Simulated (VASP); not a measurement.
# Ge2Sb2Te5 (P-3m1) in VASP: a series of runs, part 3 of 4

VASP 6.6.1. Earlier steps stand in the parts before.

## 5. Relaxation of cell and atoms, PBE+D3(BJ)

This run uses another cell than the first one, of 29.02 Å³/atom, 0.956 times its volume.

INCAR reads:

```
ALGO = Normal ; EDIFF = 1E-7
EDIFFG = -0.005 ; ENCUT = 600
GGA = PE ; IBRION = 2
ISIF = 3 ; ISMEAR = 0
IVDW = 12 ; KPAR = 2
LASPH = T ; LCHARG = F
LREAL = F ; LWAVE = F
NELM = 80 ; NSW = 90
PREC = Accurate ; SIGMA = 0.03
```

KPOINTS reads:

```
k-points
0
Gamma
  9 9 2
```

POSCAR reads:

```
Ge2Sb2Te5                               
1.0
    4.2306774731     -0.0000000000     -0.0000000000
   -2.1153387365      3.6638741670      0.0000000000
   -0.0000000000      0.0000000000     16.8496148103
  Ge              Sb              Te            
     2     2     5
Direct
     0.3333333300000021    0.6666666699999979    0.8991614523896806
     0.6666666699999979    0.3333333300000021    0.1008385476103192
     0.0000000000000000    0.0000000000000000    0.6816647304039644
     0.0000000000000000    0.0000000000000000    0.3183352695960355
     1.0000000000000000    0.0000000000000000    1.0000000000000000
     0.6666666699999979    0.3333333300000021    0.8004210974139701
     0.3333333300000021    0.6666666699999979    0.1995789025860300
     0.3333333300000021    0.6666666699999979    0.5789557279950754
     0.6666666699999979    0.3333333300000021    0.4210442720049247
```

Potentials or basis: VASP PAW PBE potentials, release 64 (Ge_d, Sb, Te).

Launch:

```sh
> cat potpaw_PBE.64/Ge_d/POTCAR potpaw_PBE.64/Sb/POTCAR potpaw_PBE.64/Te/POTCAR > POTCAR
> mpirun -np 2 vasp_std > vasp.out
```

OUTCAR:

```text
EDIFF = 1E-7
   EDIFFG = -0.005
   ENCUT = 600
   GGA = PE
   IBRION = 2
   ISIF = 3
   ISMEAR = 0
   IVDW = 12
   LASPH = T
   LREAL = F
   NELM = 80
   NSW = 90
   PREC = Accurate
 IVDW          = 12

 ion  position               nearest neighbor table
   1  0.333  0.667  0.899-   6 2.96   6 2.96   6 2.96   5 2.98   5 2.98   5 2.98
   2  0.667  0.333  0.101-   7 2.96   7 2.96   7 2.96   5 2.98   5 2.98   5 2.98
   3  0.000  0.000  0.682-   8 2.99   8 2.99   8 2.99   6 3.16   6 3.16   6 3.16
   4  0.000  0.000  0.318-   9 2.99   9 2.99   9 2.99   7 3.16   7 3.16   7 3.16
   5  0.000  0.000  0.000-   2 2.98   1 2.98   2 2.98   1 2.98   2 2.98   1 2.98
   6  0.667  0.333  0.800-   1 2.96   1 2.96   1 2.96   3 3.16   3 3.16   3 3.16
   7  0.333  0.667  0.200-   2 2.96   2 2.96   2 2.96   4 3.16   4 3.16   4 3.16
   8  0.333  0.667  0.579-   3 2.99   3 2.99   3 2.99   9 3.61   9 3.61   9 3.61
   9  0.667  0.333  0.421-   4 2.99   4 2.99   4 2.99   8 3.61   8 3.61   8 3.61

  LATTYP: Found a hexagonal cell.
 ALAT       =     4.2306774731
 C/A-ratio  =     3.9827226059

  Lattice vectors:

 A1 = (   4.2306774731,   0.0000000000,   0.0000000000)
 A2 = (  -2.1153387365,   3.6638741670,   0.0000000000)
 A3 = (   0.0000000000,   0.0000000000,  16.8496148103)

Analysis of symmetry for initial positions (statically):
=====================================================================
 Subroutine PRICEL returns:
 Original cell was already a primitive cell.

 Routine SETGRP: Setting up the symmetry group for a
 hexagonal supercell.

 Subroutine GETGRP returns: Found 12 space group operations
 (whereof 12 operations were pure point group operations)
 out of a pool of 24 trial point group operations.

The static configuration has the point symmetry D_3d.

Analysis of symmetry for dynamics (positions and initial velocities):
=====================================================================
 Subroutine PRICEL returns:
 Original cell was already a primitive cell.

 Routine SETGRP: Setting up the symmetry group for a
 hexagonal supercell.

 Subroutine GETGRP returns: Found 12 space group operations
 (whereof 12 operations were pure point group operations)
 out of a pool of 24 trial point group operations.

The dynamic configuration has the point symmetry D_3d.

 Subroutine INISYM returns: Found 12 space group operations
 (whereof 12 operations are pure point group operations),
 and found     1 'primitive' translations

----------------------------------------------------------------------------------------

                                     Primitive cell

  volume of cell :     261.1803

  direct lattice vectors                    reciprocal lattice vectors
     4.230677473  0.000000000  0.000000000     0.236368763  0.136467569  0.000000000
    -2.115338737  3.663874167  0.000000000     0.000000000  0.272935138  0.000000000
     0.000000000  0.000000000 16.849614810     0.000000000  0.000000000  0.059348538

  length of vectors
     4.230677473  4.230677473 16.849614810     0.272935138  0.272935138  0.059348538

  position of ions in fractional coordinates (direct lattice)
     0.333333330  0.666666670  0.899161452
     0.666666670  0.333333330  0.100838548
     0.000000000  0.000000000  0.681664730
     0.000000000  0.000000000  0.318335270
     0.000000000  0.000000000  0.000000000
     0.666666670  0.333333330  0.800421097
     0.333333330  0.666666670  0.199578903
     0.333333330  0.666666670  0.578955728
     0.666666670  0.333333330  0.421044272

  ion indices of the primitive-cell ions
   primitive index   ion index
                 1           1
                 2           2
                 3           3
                 4           4
                 5           5
                 6           6
                 7           7
                 8           8
                 9           9

----------------------------------------------------------------------------------------

 KPOINTS: k-points

Automatic generation of k-mesh.
 Grid dimensions read from file:
 generate k-points for:    9    9    2

 Generating k-lattice:

  Cartesian coordinates                     Fractional coordinates (reciprocal lattice)
     0.026263196  0.015163063  0.000000000     0.111111111  0.000000000  0.000000000
     0.000000000  0.030326126  0.000000000     0.000000000  0.111111111  0.000000000
     0.000000000  0.000000000  0.029674269     0.000000000  0.000000000  0.500000000

  Length of vectors
     0.030326126  0.030326126  0.029674269

  Shift w.r.t. Gamma in fractional coordinates (k-lattice)
     0.000000000  0.000000000  0.000000000

 Subroutine IBZKPT returns following result:
 ===========================================

 Found     24 irreducible k-points:

 Following reciprocal coordinates:
            Coordinates               Weight
  0.000000  0.000000  0.000000      1.000000
  0.111111  0.000000  0.000000      6.000000
  0.222222  0.000000  0.000000      6.000000
  0.333333  0.000000  0.000000      6.000000
  0.444444  0.000000  0.000000      6.000000
  0.111111  0.111111  0.000000      6.000000
[... 16 lines left out ...]
  0.333333  0.222222  0.500000     12.000000
  0.333333  0.333333  0.500000      2.000000
   k-points           NKPTS =     24   k-points in BZ     NKDIM =     24   number of bands    NBANDS=     40
   number of dos      NEDOS =    301   number of ions     NIONS =      9
   total plane-waves  NPLWV = 181440
   dimension x,y,z NGX =    36 NGY =   36 NGZ =  140
   dimension x,y,z NGXF=    72 NGYF=   72 NGZF=  280
   ions per type =               2   2   5
   NGX,Y,Z   is equivalent  to a cutoff of  14.15, 14.15, 13.81 a.u.
   NGXF,Y,Z  is equivalent  to a cutoff of  28.29, 28.29, 27.63 a.u.
 SYSTEM =  unknown system
   PREC   = accura    normal or accurate (medium, high low for compatibility)
   ISTART =      0    job   : 0-new  1-cont  2-samecut
   ICHARG =      2    charge: 1-file 2-atom 10-const
   ISPIN  =      1    spin polarized calculation?
   LNONCOLLINEAR =      F non collinear calculations
   LSORBIT =      F    spin-orbit coupling
   LASPH  =      T    aspherical Exc in radial PAW
   ENCUT  =  600.0 eV  44.10 Ry    6.64 a.u.   8.45  8.45 33.65*2*pi/ulx,y,z
   NELM   =     80;   NELMIN=  2; NELMDL= -5     # of ELM steps
   EDIFF  = 0.1E-06   stopping-criterion for ELM
   LREAL  =      F    real-space projection
   EDIFFG = -.5E-02   stopping-criterion for IOM
   NSW    =     90    number of steps for IOM
   IBRION =      2    ionic relax: 0-MD 1-quasi-New 2-CG
   NFREE  =      1    steps in history (QN), initial steepest desc. (CG)
   ISIF   =      3    stress and relaxation
   ISYM   =      2    0-nonsym 1-usesym 2-fastsym
   POTIM  = 0.5000    time-step for ionic-motion
   TEBEG  =    0.0;   TEEND  =   0.0 temperature during run
   PSTRESS=    0.0 pullay stress
   NELECT =      68.0000    total number of electrons
   NUPDOWN=      -1.0000    fix difference up-down
   EMIN   =  10.00;   EMAX   =-10.00  energy-range for DOS
   EFERMI =   0.00;   METHOD = LEGACY
   ISMEAR =     0;   SIGMA  =   0.03  broadening in eV -4-tet -1-fermi 0-gaus
   EFERMI_NEDOS =   21; number of points for ismear=-14 and -15
   IALGO  =     38    algorithm
   IMIX   =      4    mixing-type and parameters
     AMIX     =   0.40;   BMIX     =  1.00
     AMIX_MAG =   1.60;   BMIX_MAG =  1.00
  volume/ion in A,a.u.               =      29.02       195.84
  Fermi-wavevector in a.u.,A,eV,Ry     =   1.045356  1.975437 14.868034  1.092770
  Thomas-Fermi vector in A             =   2.180148
   LORBIT       =      0    0 simple, 1 ext, 2 COOP (PROOUT), +10 PAW based schemes
   GGA     = PE    functional components
   LHFCALC =     F    Hartree Fock is set to
   AEXX    =    0.0000 exact exchange contribution
   IVDW    =    12    specifies the selected vdW correction
   LEPSILON=     F    determine dielectric tensor
   LRPA    =     F    only Hartree local field effects (RPA)
 conjugate gradient relaxation of ions
 non-spin polarized calculation
 Gauss-broadening in eV      SIGMA  =   0.03
  energy-cutoff  :      600.00
  volume of cell :      261.18
 maximum number of plane-waves:      8804
 NGX is ok and might be reduce to    36
   NGX = 17   NGY = 17   NGZ = 67

--------------------------------------- Ionic step        1  -------------------------------------------

 number of electron      68.0000001 magnetization

 Free energy of the ion-electron system (eV)
  ---------------------------------------------------
  ext. energy  EPLUGINS =         0.00000000
  ---------------------------------------------------
  free energy    TOTEN  =       -33.87304832 eV

  energy without entropy =      -33.87303220  energy(sigma->0) =      -33.87304026

------------------------ aborting loop because EDIFF is reached ----------------------------------------

 Edisp (eV)   -3.89527

 E8    (eV) :    -1.7882
[... 85 lines left out ...]
--------------------------------------- Ionic step        3  -------------------------------------------

 number of electron      68.0000001 magnetization

 Free energy of the ion-electron system (eV)
  ---------------------------------------------------
  ext. energy  EPLUGINS =         0.00000000
  ---------------------------------------------------
  free energy    TOTEN  =       -33.87442814 eV

  energy without entropy =      -33.87441301  energy(sigma->0) =      -33.87442057

 E-fermi :   6.9197     XC(G=0):  -9.6250

 val. band max:        6.8706999317   @ k =   0.0000   0.0000   0.0000
 cond. band min:       6.9740123743   @ k =   0.0000   0.0000   0.0000
 fundamental gap:      0.1033124426
 Fermi energy:         6.9196962836

 k-point     1 :       0.0000    0.0000    0.0000
  band No.  band energies     occupation
      1     -18.1988      2.00000
      2     -18.1988      2.00000
      3     -18.1979      2.00000
      4     -18.1979      2.00000
      5     -18.1920      2.00000
      6     -18.1918      2.00000
[... 1061 lines left out ...]
  FREE ENERGIE OF THE ION-ELECTRON SYSTEM (eV)
  ---------------------------------------------------
  free  energy   TOTEN  =       -37.7683282775 eV

  energy  without entropy=      -37.7683131452  energy(sigma->0) =      -37.76832071

 reached required accuracy - stopping structural energy minimisation
```

Wall time 4.9 min (2 MPI ranks of Intel Xeon 6975P-C (Granite Rapids), shared host); peak memory 0.62 GiB.

What came out:

- Free energy: -37.7683 eV
- Relaxed volume: 29.03 Å³/atom
- Relaxed cell: a = 4.231 Å, b = 4.231 Å, c = 16.852 Å, α = 90.00°, β = 90.00°, γ = 120.00°
- Space group after relaxing (to 0.05 Å): P-3m1 (No. 164)
- Energy gained by relaxing: 0.0 meV/atom
- Ionic steps: 3
- Pressure after relaxing: 0.0 GPa
- Largest force after relaxing: 0.004 eV/Å
- Band gap on the k mesh: 0.10 eV, direct
- Dispersion energy per atom: -0.433 eV

Forces on the atoms (eV/Å):
```
Ge   0.000  0.000 -0.002
Ge   0.000  0.000  0.002
Sb   0.000  0.000  0.004
Sb   0.000  0.000 -0.004
Te   0.000  0.000  0.000
Te   0.000  0.000  0.000
Te   0.000  0.000  0.000
Te   0.000  0.000  0.003
Te   0.000  0.000 -0.003
```

Final structure:
```
Ge Sb Te
1.0
     4.23113    0.00000    0.00000
    -2.11557    3.66427    0.00000
     0.00000    0.00000   16.85181
Ge Sb Te
2 2 5
Cartesian
  0.0000 2.4428 15.1525
  2.1156 1.2214 1.6994
  2.1156 3.6643 11.4874
  0.0000 0.0000 5.3644
  0.0000 0.0000 0.0000
  2.1156 1.2214 13.4886
  0.0000 2.4428 3.3633
  0.0000 2.4428 9.7565
  2.1156 1.2214 7.0953
```

Caveat: spin-orbit coupling is left out, which moves the levels of the heavy elements; an odd mesh through Γ misses points on the zone boundary, where band edges often lie.

(Part 3 of 4 ends here.)
